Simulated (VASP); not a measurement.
**Tb: density of states with PBEsol+U**

The system is Tb.

```
CELL_PARAMETERS angstrom
0.00000 2.64014 2.64014
2.64014 0.00000 2.64014
2.64014 2.64014 0.00000
ATOMIC_POSITIONS crystal
Tb 0.00000 0.00000 0.00000
```

This isn't the form of Tb at room conditions, which is hcp.

The cell isn't the ideal one: volume scaled by 1.15.

| Quantity | Value |
| --- | --- |
| Program | VASP 6.6.1 |
| Task | density of states |
| Functional | PBEsol |
| Potentials or basis | VASP PAW PBE potentials, release 64 (Tb) |
| Cutoff | 520 eV |
| k mesh | 9 × 9 × 9 |
| Occupations | tetrahedron, width 0.05 eV |
| Spin | collinear spin, typed start |
| Starting moments | [6.0] μB |
| Hubbard terms | Tb f U = 6.0 eV |
| Dipole correction | no |
| k mesh for the DOS | 14 × 14 × 14 |
| Occupations for the DOS | tetrahedron |
| Further INCAR settings | ALGO = Fast; EDIFF = 1e-06; NBANDS = 20 |

```json
{"Net moment": "6.39 μB per cell", "Site moments": "Tb +6.00 μB", "Valence electrons inside the program's atomic spheres": "Tb 16.16"}
```

Levels at points of the mesh, in eV from the Fermi level:
Spin up:
| k point | band 9 | band 10 | band 11 | band 12 | band 13 | band 14 | band 15 | band 16 | band 17 | band 18 |
| --- | --- | --- | --- | --- | --- | --- | --- | --- | --- | --- |
| (0.00, 0.00, 0.00) | -8.10 | -8.10 | -8.10 | -4.94 | 1.33 | 1.33 | 1.33 | 3.37 | 3.37 | 8.47 |
| (0.50, 0.00, 0.00) | -8.11 | -8.06 | -8.06 | -2.29 | 0.46 | 1.26 | 1.26 | 4.72 | 4.72 | 6.65 |
| (0.50, 0.50, 0.00) | -8.07 | -8.07 | -8.07 | -1.83 | -1.12 | 1.76 | 4.83 | 5.07 | 5.07 | 7.17 |
Spin down:
```tsv
k point	band 2	band 3	band 4	band 5	band 6	band 7	band 8	band 9	band 10	band 11
(0.00, 0.00, 0.00)	-21.27	-21.27	-21.27	-4.40	-0.03	-0.03	-0.03	1.76	2.20	2.22
(0.50, 0.00, 0.00)	-21.79	-21.34	-21.34	-1.64	-0.11	0.08	0.08	1.04	2.07	2.11
(0.50, 0.50, 0.00)	-21.76	-21.46	-21.46	-1.37	-0.39	-0.01	0.07	0.07	2.17	2.22
```

States per cell in windows of 0.5 eV (zero at the Fermi level; states under -8 eV left out):
```
from (eV)    up  down  Tb1_f_down  Tb1_d_up  Tb1_d_down  Tb1_s_up  Tb1_p_up  Tb1_p_down
     -8.0  0.00  0.00        0.00      0.00        0.00      0.00      0.00        0.00
     -7.5  0.00  0.00        0.00      0.00        0.00      0.00      0.00        0.00
     -7.0  0.00  0.00        0.00      0.00        0.00      0.00      0.00        0.00
     -6.5  0.00  0.00        0.00      0.00        0.00      0.00      0.00        0.00
     -6.0  0.00  0.00        0.00      0.00        0.00      0.00      0.00        0.00
     -5.5  0.00  0.00        0.00      0.00        0.00      0.00      0.00        0.00
     -5.0  0.01  0.00        0.00      0.00        0.00      0.00      0.00        0.00
     -4.5  0.03  0.01        0.00      0.00        0.00      0.00      0.00        0.00
     -4.0  0.05  0.03        0.00      0.00        0.00      0.01      0.00        0.00
     -3.5  0.07  0.05        0.00      0.00        0.00      0.01      0.00        0.00
     -3.0  0.10  0.07        0.00      0.00        0.00      0.01      0.00        0.00
     -2.5  0.16  0.09        0.00      0.02        0.00      0.01      0.00        0.00
     -2.0  0.25  0.15        0.00      0.04        0.01      0.01      0.01        0.00
     -1.5  0.25  0.26        0.00      0.05        0.04      0.01      0.01        0.01
     -1.0  0.31  0.26        0.02      0.09        0.04      0.00      0.01        0.01
     -0.5  0.45  1.81        1.40      0.13        0.09      0.00      0.02        0.01
      0.0  0.54  2.80        2.38      0.15        0.10      0.00      0.03        0.01
      0.5  0.42  0.47        0.06      0.14        0.10      0.00      0.01        0.02
      1.0  0.31  0.28        0.05      0.13        0.07      0.00      0.01        0.01
      1.5  0.37  0.30        0.14      0.18        0.05      0.00      0.00        0.00
      2.0  0.34  3.83        3.09      0.16        0.25      0.00      0.00        0.02
      2.5  0.36  0.98        0.53      0.18        0.20      0.00      0.00        0.01
      3.0  0.25  0.37        0.07      0.14        0.15      0.00      0.00        0.00
      3.5  0.31  0.26        0.03      0.18        0.12      0.00      0.00        0.00
      4.0  0.45  0.14        0.01      0.29        0.07      0.00      0.00        0.00
      4.5  0.40  0.27        0.01      0.26        0.15      0.00      0.00        0.00
      5.0  0.41  0.54        0.02      0.21        0.32      0.02      0.01        0.01
      5.5  0.13  0.47        0.01      0.06        0.30      0.01      0.00        0.00
      6.0  0.18  0.39        0.01      0.07        0.21      0.02      0.01        0.01
      6.5  0.24  0.19        0.00      0.08        0.08      0.03      0.01        0.01
      7.0  0.18  0.18        0.00      0.05        0.07      0.02      0.01        0.01
      7.5  0.17  0.24        0.00      0.04        0.09      0.01      0.02        0.01
```

Eigenvalues of the final occupation matrices:
```
    site  spin  trace                         eigenvalues
site 1 f     1   6.94  0.99 0.99 0.99 0.99 0.99 0.99 0.99
site 1 f     2   1.04  0.00 0.00 0.00 0.00 0.34 0.35 0.35
```

Run time: 7 min on 1 thread of Intel(R) Xeon(R) Platinum 8559C (Emerald Rapids), on a shared host, peak memory 0.26 GiB.

Caveat: the magnetic or orbital state may not be the lowest; spin-orbit coupling is left out, which moves the levels of the heavy elements. The state reached can hang on the start; a lower one may exist.
